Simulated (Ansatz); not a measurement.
# GePt (model cell, started as wurtzite): from the cell to its phonons

Wanted: phonon frequencies of GePt (model cell, started as wurtzite) and what follows from them.

Main program and level: Ansatz 0.2.0; DFT PBE, scalar-relativistic, plane waves, PAW.

The structure was built from a prototype and need not be the compound's stable phase.

## (1) Starting point

It takes space group P6_3mc (No. 186, hexagonal). The conventional cell has a = 4.029 Å, b = 4.029 Å, c = 6.580 Å, α = 90.00°, β = 90.00°, γ = 120.00°. Pt has 4 Ge at 2.47 Å nearest. Ge has 4 Pt at 2.47 Å nearest. Farther neighbours are not listed.

## (2) Relaxation

Harmonic phonons are second derivatives at a point where the forces vanish, and they are wanted at zero stress, so atoms and cell are relaxed first.

input.yaml

```yaml
crystal:
  lattice:
    - [4.02941, 0.0, 0.0]
    - [-2.01471, 3.48957, 0.0]
    - [0.0, 0.0, 6.58003]
  atoms:
    - { symbol: Pt, position: [0.333333, 0.666667, 0.0] }
    - { symbol: Pt, position: [0.666667, 0.333333, 0.5] }
    - { symbol: Ge, position: [0.333333, 0.666667, 0.375] }
    - { symbol: Ge, position: [0.666667, 0.333333, 0.875] }
kpoints:
  mp_grid: { grid: [12, 12, 6] }
hamiltonian:
  xc: pbe
scf:
  occupations: { method: gaussian, width: 0.1 }
output:
  forces: true
  stress: true
  eigenvalues: true
relax:
  adjacent_minimum: "off"
  f_tol: 0.005
  max_steps: 80
  cell: { stress_tol: 0.05 }
```

The run is started by

```sh
> ansatz run input.yaml --threads 4 --pin off --max-ram 7168MiB --backend cpu --events-out ev --progress --plain --runs-dir out
```

Numbers of over 12 decimals in the logs are rounded to 6 here.

Log:

```text
Warning: the atoms were moved onto the symmetric positions of the space group found under crystal.symmetry.tolerance 1.0e-5 (fractional; no operation is sought that the atoms, as they stand in a round, miss by more than twice it, and no atom is moved by as much as it), and the run uses the moved positions. Before a round's move an operation carried an atom to 4.03e-6 Å from where it should land, the largest such dist [...]
Engine: ansatz 0.2.0, aarch64-unknown-linux-gnu
Pseudopotentials: kind: paw
Pseudopotential: Pt, paw, valence charge 18, recommended cutoff 420 eV (normal), Pt.paw.azcp
Pseudopotential: Ge, paw, valence charge 14, recommended cutoff 420 eV (normal), Ge.paw.azcp
Functional definition: PBE
  parameter kappa = 0.804
  parameter beta = 0.066725
  exchange = pbe_x(kappa = kappa, mu = beta*pi^2/3)
  correlation = pbe_c(beta = beta)
Crystal: 4 atoms, lattice volume = 92.521 Å³
Basis set: ecut = 420 eV, 1797 PW (Γ), exchange–correlation on 54×54×90 points (8 copies of the dense FFT grid, shifted against one another)
Bands: 39, of which v1, the nominal top of the filled ones, is band 32 counted from 1 (31 counted from 0)
Symmetry: 12 space group operations
Space group: P63mc (ITA 186), of the structure as read, at distance tolerance 4.5e-5 Å
k-points: 76 of 864 (time reversal used)
Non-local potential: Pt, projectors of the file, l = 0: 3, l = 1: 2, l = 2: 2, l = 3: 1
Non-local potential: Ge, projectors of the file, l = 0: 2, l = 1: 2, l = 2: 3, l = 3: 1
PAW form: soft (Blöchl's): semilocal exchange-correlation on the pseudo side does not see the compensation charge
PAW one-centre angular grid: Pt, 590 points (default); XC on 64 Gauss nodes
PAW one-centre angular grid: Ge, 590 points (default); XC on 64 Gauss nodes
Initial density: superposition of atomic densities (neutral atoms: chi_scale 0, normalization atom), corrected by the library's trained network
Initial wavefunctions: pseudopotential atomic-orbital guess
Functional: x = pbe(κ = 0.804, μ = 0.219515), c = pbe(β = 0.066725)
SCF iter   1: F=—  HF=-33636.745825 eV  |F-HF|=—  |Δ(HF+E_count)|=         —  Δρ=2.15e-3  dr2=1.30e-3  ethr=1.77e-3  ⟨swp⟩=6.0  Hψ=10620  notcnv=0
preconditioner: auto → LDOS  [metal: Δε(μ)=0.016 eV  Ē_g=16.521 eV  σ=0.100 eV  W_gap=0.09  n_scr=22 (ndim 8)  ℏωp=26.7 eV  f_vac=0.061  D(μ)=1.36/eV (n_scr^D=2)  β→1.0]
SCF iter   2: F=—  HF=-33636.748826 eV  |F-HF|=—  |Δ(HF+E_count)|=   3.00e-3  Δρ=5.30e-4  dr2=2.02e-4  ethr=2.03e-6  ⟨swp⟩=2.9  Hψ=6638  notcnv=0
SCF iter   3: F=—  HF=-33636.748802 eV  |F-HF|=—  |Δ(HF+E_count)|=   2.43e-5  Δρ=2.07e-4  dr2=5.77e-5  ethr=3.15e-7  ⟨swp⟩=2.0  Hψ=5072  notcnv=0
SCF iter   4: F=—  HF=-33636.748731 eV  |F-HF|=—  |Δ(HF+E_count)|=   7.07e-5  Δρ=5.45e-5  dr2=1.48e-6  ethr=9.01e-8  ⟨swp⟩=2.0  Hψ=4577  notcnv=0
iter 5 did not close the SCF: its close was put off for the readings that it lacked (scf_convergence_deferred on its scf_iter line)
SCF iter   5: F=-33636.748731 eV  HF=-33636.748731 eV  |F-HF|=1.19e-8  |Δ(HF+E_count)|=   2.39e-7  Δρ=1.23e-5  dr2=7.46e-8  ethr=2.31e-9  ⟨swp⟩=2.4  Hψ=4723  notcnv=0
SCF iter   6: F=-33636.748731 eV  HF=-33636.748731 eV  |F-HF|=2.31e-9  |Δ(HF+E_count)|=   2.29e-8  Δρ=3.29e-6  dr2=7.81e-9  ethr=1.17e-10  ⟨swp⟩=5.8  Hψ=11542  notcnv=0
SCF 1 converged in 6 iterations: F = -33636.748731 eV  dr2 = 7.81e-9
  greatest PAW one-centre occupation: 1.000 electrons in one spin orbital (limit 2), on the Pt atom at site 0 (counted from 0), in its partial waves of l = 0
relax step   1: F+E_penalty+E_count = -33636.74873080 eV  Δ(F+E_penalty+E_count) = +0.000e0 eV  max|allowed force component| = 4.404e-2 eV/Å  Δτ_max = 0.0000 Å  P = -3.010 GPa  Ω = 92.521 Å³  (6 SCF iters, dr2 threshold 1.00e-7 eV, accepted)
Crystal: 4 atoms, lattice volume = 88.890 Å³
Basis set: ecut = 420 eV, 1761 PW (Γ), exchange–correlation on 54×54×90 points (8 copies of the dense FFT grid, shifted against one another)
Initial density: handed on by an earlier stage of this run
Initial wavefunctions: those handed on with the density
iter 1 solved again at ethr=3.39e-5 eV; its pass at ethr=3.10e-3 eV (dr2=2.17e-2 eV) is discarded
SCF iter   1: F=—  HF=-33636.788648 eV  |F-HF|=—  |Δ(HF+E_count)|=         —  Δρ=4.16e-3  dr2=2.29e-2  ethr=3.39e-5  ⟨swp⟩=1.0  Hψ=13089  notcnv=0
preconditioner: auto → LDOS  [metal: Δε(μ)=0.026 eV  Ē_g=16.737 eV  σ=0.100 eV  W_gap=0.15  n_scr=22 (ndim 8)  ℏωp=27.3 eV  f_vac=0.046  D(μ)=1.26/eV (n_scr^D=2)  β→1.0]
SCF iter   2: F=—  HF=-33636.788508 eV  |F-HF|=—  |Δ(HF+E_count)|=   1.40e-4  Δρ=4.00e-3  dr2=2.01e-2  ethr=3.39e-5  ⟨swp⟩=3.0  Hψ=5428  notcnv=0
SCF iter   3: F=—  HF=-33636.783917 eV  |F-HF|=—  |Δ(HF+E_count)|=   4.59e-3  Δρ=3.71e-4  dr2=1.42e-4  ethr=3.14e-5  ⟨swp⟩=2.0  Hψ=3864  notcnv=0
SCF iter   4: F=—  HF=-33636.783842 eV  |F-HF|=—  |Δ(HF+E_count)|=   7.45e-5  Δρ=6.52e-5  dr2=2.78e-6  ethr=2.22e-7  ⟨swp⟩=2.0  Hψ=4960  notcnv=0
SCF iter   5: F=—  HF=-33636.783842 eV  |F-HF|=—  |Δ(HF+E_count)|=   4.86e-7  Δρ=2.41e-5  dr2=4.05e-7  ethr=6.25e-10  ⟨swp⟩=6.5  Hψ=12713  notcnv=0
SCF iter   6: F=-33636.783842 eV  HF=-33636.783842 eV  |F-HF|=2.05e-9  |Δ(HF+E_count)|=   9.25e-8  Δρ=7.07e-6  dr2=4.39e-8  ethr=6.25e-10  ⟨swp⟩=4.7  Hψ=9958  notcnv=0
SCF 2 converged in 6 iterations: F = -33636.783842 eV  dr2 = 4.39e-8
  greatest PAW one-centre occupation: 1.000 electrons in one spin orbital (limit 2), on the Pt atom at site 1 (counted from 0), in its partial waves of l = 0
relax step   2: F+E_penalty+E_count = -33636.78384183 eV  Δ(F+E_penalty+E_count) = -3.511e-2 eV  max|allowed force component| = 1.343e-2 eV/Å  Δτ_max = 0.0065 Å  P = +0.616 GPa  Ω = 88.890 Å³  energy of the carried Pulay correction = +9.894e-4 eV  (6 SCF iters, dr2 threshold 4.00e-7 eV, accepted)
Crystal: 4 atoms, lattice volume = 89.320 Å³
Basis set: ecut = 420 eV, 1763 PW (Γ), exchange–correlation on 54×54×90 points (8 copies of the dense FFT grid, shifted against one another)
iter 1 solved again at ethr=1.71e-6 eV; its pass at ethr=3.10e-3 eV (dr2=1.10e-3 eV) is discarded
SCF iter   1: F=—  HF=-33636.787896 eV  |F-HF|=—  |Δ(HF+E_count)|=         —  Δρ=1.30e-3  dr2=1.21e-3  ethr=1.71e-6  ⟨swp⟩=2.3  Hψ=14816  notcnv=0
preconditioner: auto → LDOS  [metal: Δε(μ)=0.034 eV  Ē_g=16.690 eV  σ=0.100 eV  W_gap=0.19  n_scr=22 (ndim 8)  ℏωp=27.2 eV  f_vac=0.047  D(μ)=1.36/eV (n_scr^D=2)  β→1.0]
SCF iter   2: F=—  HF=-33636.787880 eV  |F-HF|=—  |Δ(HF+E_count)|=   1.61e-5  Δρ=8.14e-4  dr2=9.65e-4  ethr=1.71e-6  ⟨swp⟩=2.0  Hψ=5140  notcnv=0
SCF iter   3: F=—  HF=-33636.787569 eV  |F-HF|=—  |Δ(HF+E_count)|=   3.10e-4  Δρ=1.14e-4  dr2=1.17e-5  ethr=1.51e-6  ⟨swp⟩=2.0  Hψ=4187  notcnv=0
SCF iter   4: F=—  HF=-33636.787523 eV  |F-HF|=—  |Δ(HF+E_count)|=   4.61e-5  Δρ=1.99e-5  dr2=2.54e-7  ethr=6.25e-10  ⟨swp⟩=3.9  Hψ=13468  notcnv=0
SCF iter   5: F=-33636.787523 eV  HF=-33636.787523 eV  |F-HF|=6.80e-8  |Δ(HF+E_count)|=   6.08e-8  Δρ=8.20e-6  dr2=6.31e-8  ethr=3.98e-10  ⟨swp⟩=2.0  Hψ=10478  notcnv=0
SCF 3 converged in 5 iterations: F = -33636.787523 eV  dr2 = 6.31e-8
relax step   3: F+E_penalty+E_count = -33636.78752304 eV  Δ(F+E_penalty+E_count) = -3.681e-3 eV  max|allowed force component| = 2.369e-3 eV/Å  Δτ_max = 0.0078 Å  P = +0.070 GPa  Ω = 89.320 Å³  energy of the carried Pulay correction = +8.702e-4 eV  (5 SCF iters, dr2 threshold 4.00e-7 eV, accepted)
[...]
relax step   4: F+E_penalty+E_count = -33636.78891569 eV  Δ(F+E_penalty+E_count) = -1.393e-3 eV  max|allowed force component| = 1.037e-2 eV/Å  Δτ_max = 0.0104 Å  P = -0.031 GPa  Ω = 89.314 Å³  energy of the carried Pulay correction = +8.719e-4 eV  (5 SCF iters, dr2 threshold 3.85e-7 eV, accepted)
[...]
relax step   5: F+E_penalty+E_count = -33636.78893754 eV  Δ(F+E_penalty+E_count) = -2.185e-5 eV  max|allowed force component| = 1.616e-3 eV/Å  Δτ_max = 0.0003 Å  P = +0.000 GPa  Ω = 89.286 Å³  energy of the carried Pulay correction = +8.795e-4 eV  (4 SCF iters, dr2 threshold 8.76e-9 eV, accepted)
Initial wavefunctions: pseudopotential atomic-orbital guess (no wavefunctions were taken with the density)
iter 1 solved again at ethr=3.67e-7 eV; its pass at ethr=3.10e-3 eV (dr2=2.35e-4 eV) is discarded
SCF iter   1: F=—  HF=-33636.786704 eV  |F-HF|=—  |Δ(HF+E_count)|=         —  Δρ=3.34e-4  dr2=3.21e-6  ethr=3.67e-7  ⟨swp⟩=3.0  Hψ=17258  notcnv=0
SCF iter   2: F=—  HF=-33636.788005 eV  |F-HF|=—  |Δ(HF+E_count)|=   1.30e-3  Δρ=2.98e-5  dr2=6.21e-7  ethr=5.01e-9  ⟨swp⟩=2.0  Hψ=5398  notcnv=0
SCF iter   3: F=—  HF=-33636.788004 eV  |F-HF|=—  |Δ(HF+E_count)|=   9.40e-7  Δρ=1.43e-5  dr2=9.38e-8  ethr=9.71e-10  ⟨swp⟩=2.0  Hψ=5240  notcnv=0
SCF iter   4: F=—  HF=-33636.788005 eV  |F-HF|=—  |Δ(HF+E_count)|=   5.54e-7  Δρ=4.06e-6  dr2=1.06e-8  ethr=1.46e-10  ⟨swp⟩=2.1  Hψ=4762  notcnv=0
SCF iter   5: F=—  HF=-33636.788005 eV  |F-HF|=—  |Δ(HF+E_count)|=   3.88e-8  Δρ=1.00e-6  dr2=9.83e-10  ethr=1.66e-11  ⟨swp⟩=2.0  Hψ=5226  notcnv=0
SCF iter   6: F=-33636.788005 eV  HF=-33636.788005 eV  |F-HF|=2.91e-11  |Δ(HF+E_count)|=   1.24e-9  Δρ=1.71e-7  dr2=2.72e-11  ethr=1.00e-12  ⟨swp⟩=3.0  Hψ=12736  notcnv=0
SCF 6 converged in 6 iterations: F = -33636.788005 eV  dr2 = 2.72e-11
relax step   6: F+E_penalty+E_count = -33636.78800465 eV  Δ(F+E_penalty+E_count) = +9.329e-4 eV  max|allowed force component| = 1.780e-3 eV/Å  Δτ_max = 0.0000 Å  P = +0.005 GPa  Ω = 89.286 Å³  stress off target by 8.79e-3 GPa  SCF on the basis re-selected at this cell (its energy is not comparable with the rows above)  (6 SCF iters)
basis re-selected at this cell: Δ(F+E_penalty+E_count) = +9.329e-4 eV, ΔP = +0.004 GPa vs the last step (what re-selecting the basis moved, of the pressure what is left beyond the Pulay correction that the steps carried, after the strain that the cell walked since its last selection, with what the two solves' SCF thresholds leave and, on support functions, any second-order correction that the steps lacked; it is no m [...]
SCF converged after 6 iterations
Free energy (F): -33636.788005 eV
Harris-Foulkes:  -33636.788005 eV  (|F-HF|=2.91e-11)
Internal energy: -33636.780541 eV  (E = F + TS)
E sigma→0 (E₀):  -33636.784273 eV
Entropy (-TS):   -0.007464 eV (-1.866 meV/atom)
Fermi energy:    11.305685 eV
--- Per-component energies (eV) ---
  E_band       = -907.726467
  E_kinetic    = 1499.004745
  E_local      = -9545.611964  (includes V_loc(G=0)·N_el)
  E_nonlocal   = 1236.382325
  E_hartree    = 3920.137167
  E_xc         = -673.761844
  E_vxc        = -733.323971  (∫ρ·V_xc dr)
  E_paw        = -22948.322181  (= ΣΔE_a)
  E_vpaw       = -1204.453123  (= ΣTr[D̂ρ^β])
  E_aug_tail   = 0.001068  (compensation charges beyond the density's cutoff)
  E_ewald      = -7124.609857
  E_smearing   = -0.007464  (= −TS)
  E_closure    = 0.000000  (closes the sum)
  Σ components = -33636.788005   (vs F -33636.788005, Δ=0.00e0)
--- Forces (eV/Å), atoms counted from 1 ---
  atom   1  Pt     0.00000000    -0.00000000     0.00177946
  atom   2  Pt    -0.00000000     0.00000000     0.00177946
  atom   3  Ge    -0.00000000    -0.00000000    -0.00177957
  atom   4  Ge     0.00000000     0.00000000    -0.00177957
  max |Σ_I F_I| component: 2.21e-7 eV/Å
--- Stress (GPa, compression-positive) ---
        0.008792       0.000000       0.000000
       -0.000000       0.008792       0.000000
        0.000000       0.000000      -0.003397
  P = ⅓ Tr σ = 0.0047 GPa (0.047 kbar)
--- Band table (eV; the first three rows and the last of 76) ---
  k-point 0: bands = [... 28 lower, 8.6000, 8.6000, 8.8910, 14.6483, 14.6483, 15.6558, 16.4827, 16.8350, ... 3 higher]
  k-point 1: bands = [... 28 lower, 8.5852, 8.5852, 9.3588, 14.7555, 14.7555, 14.8367, 16.7821, 16.7821, ... 3 higher]
  k-point 2: bands = [... 28 lower, 8.5359, 8.5359, 10.4691, 13.4299, 15.0710, 15.0710, 16.1849, 16.1849, ... 3 higher]
  k-point 75: bands = [... 28 lower, 8.8406, 8.8406, 9.8248, 9.8248, 10.9489, 10.9489, 13.2794, 13.2794, ... 3 higher]
--- Relaxed structure (5 steps of the walk, 5 accepted, 1 SCFs on fresh bases) ---
  F+E_penalty+E_count = -33636.78800465 eV   max|allowed force component| = 1.780e-3 eV/Å   (the final SCF, on the basis selected at the relaxed cell)
  cell:  # Å, volume = 89.2862 Å³
    - [3.929151, 2.814924255400581e-6, 0]
    - [-1.964578, 3.402743, 0]
    - [0.0, 0, 6.678155]
  atoms:
    - { symbol: Pt, position: [0.333333, 0.666667, 0.00369865] }
    - { symbol: Pt, position: [0.666667, 0.333333, 0.503699] }
    - { symbol: Ge, position: [0.333333, 0.666667, 0.371301] }
    - { symbol: Ge, position: [0.666667, 0.333333, 0.871301] }
```

The job ended after 38 s (4 threads of Arm Neoverse V1, shared host; peak memory 0.54 GiB; 2.5 min of CPU time).

The steps of the relaxation:

```csv
step,energy less that of the first step (eV),largest force component (eV/Å),pressure (GPa),volume (Å³)
1,0.0000,0.0440,-3.01,92.52
2,-0.0351,0.0134,0.62,88.89
3,-0.0388,0.0024,0.07,89.32
4,-0.0402,0.0104,-0.03,89.31
5,-0.0402,0.0016,0.00,89.29
6*,-0.0393,0.0018,0.00,89.29
```

Relaxation steps marked * repeat the geometry before them on a plane-wave basis chosen anew for their cell, so energy and pressure can jump there.

The run keeps the 12 symmetry operations that it works with, so distortions that break them were not tested.

```csv
"conventional cell, symmetrised",before,after,change
a (Å),4.029,3.929,-2.5 %
b (Å),4.029,3.929,-2.5 %
c (Å),6.580,6.678,+1.5 %
volume (Å³/atom),23.13,22.32,-3.5 %
```

The atoms that moved most (Å, as changes of fractional coordinates times the final cell):

```csv
atom,dx,dy,dz,length
Ge4,0.000,0.000,-0.025,0.025
Pt2,0.000,0.000,0.025,0.025
Pt1,0.000,0.000,0.025,0.025
Ge3,0.000,0.000,-0.025,0.025
```

Final coordinates:

```xyz
4
Lattice="3.9292 0.0000 0.0000 -1.9646 3.4027 0.0000 0.0000 0.0000 6.6782" Properties=species:S:1:pos:R:3 pbc="T T T"
Pt    0.0000    2.2685    0.0247
Pt    1.9646    1.1342    3.3638
Ge    0.0000    2.2685    2.4796
Ge    1.9646    1.1342    5.8187
```

This step gave:

| Quantity | Value |
| --- | --- |
| pressure | 0.004729 GPa |
| volume per atom | 22.32 Å³ |
| gap on the k-mesh | 0 eV |

In this step the volume went from 23.13 to 22.32 Å³/atom.

## (3) Relaxing to small forces for the phonons

Phonons need a cell at rest on their own settings, so the relaxation is repeated with tight tolerances on forces and stress on the k mesh and occupations of the first response run.

input.yaml

```yaml
crystal:
  lattice:
    - [3.9291508943, 2.8149e-06, 0.0]
    - [-1.9645778849, 3.4027430823, 0.0]
    - [0.0, 0.0, 6.6781553948]
  atoms:
    - { symbol: Pt, position: [0.3333333333, 0.6666666667, 0.0036986516] }
    - { symbol: Pt, position: [0.6666666667, 0.3333333333, 0.5036986516] }
    - { symbol: Ge, position: [0.3333333333, 0.6666666667, 0.3713013484] }
    - { symbol: Ge, position: [0.6666666667, 0.3333333333, 0.8713013484] }
kpoints:
  mp_grid: { grid: [12, 12, 6] }
hamiltonian:
  xc: pbe
scf:
  occupations: { method: methfessel_paxton, width: 0.2 }
output:
  forces: true
  stress: true
  eigenvalues: true
relax:
  adjacent_minimum: "off"
  f_tol: 0.001
  max_steps: 60
  cell: { stress_tol: 0.01 }
```

Log:

```text
[...]
Crystal: 4 atoms, lattice volume = 89.286 Å³
Basis set: ecut = 420 eV, 1763 PW (Γ), exchange–correlation on 54×54×90 points (8 copies of the dense FFT grid, shifted against one another)
Bands: 39, of which v1, the nominal top of the filled ones, is band 32 counted from 1 (31 counted from 0)
Symmetry: 12 space group operations
[...]
k-points: 76 of 864 (time reversal used)
[...]
--- Relaxed structure (3 steps of the walk, 3 accepted, 1 SCFs on fresh bases) ---
[...]
cell:  # Å, volume = 89.2836 Å³
    - [3.928314, 2.8142860460404055e-6, 0]
    - [-1.964159, 3.402018, 0]
    - [0, 0, 6.680802]
  atoms:
    - { symbol: Pt, position: [0.333333, 0.666667, 0.00379459] }
    - { symbol: Pt, position: [0.666667, 0.333333, 0.503795] }
    - { symbol: Ge, position: [0.333333, 0.666667, 0.371205] }
    - { symbol: Ge, position: [0.666667, 0.333333, 0.871205] }
[key lines of the parts left out:]
SCF converged after 5 iterations
Free energy (F): -33636.784528 eV
Fermi energy:    11.310274 eV
P = ⅓ Tr σ = 0.0007 GPa (0.007 kbar)
```

The job ended after 23 s (4 threads; peak memory 0.52 GiB; 88 s of CPU time).

Little changed from the start: no atom moved by 0.005 Å and no cell edge by 0.1 %.

This step gave:

| Item | Value |
| --- | --- |
| pressure | 7.13e-4 GPa |

The largest force component left is 0.44 meV/Å and the pressure is 0.001 GPa, within the tolerances set. The cell now holds 22.32 Å³/atom.

(Part 1 of 2 ends here.)

[Logs are printed without paths, hosts, clocks, repeated set-up lines and the standing remarks that a program may print on its own settings, such as how far it seeks lower states.]

[Hosts, paths, dates, database ids (printed as entryN), source tags and the programs' standing remarks are cut or masked in the printed files.]
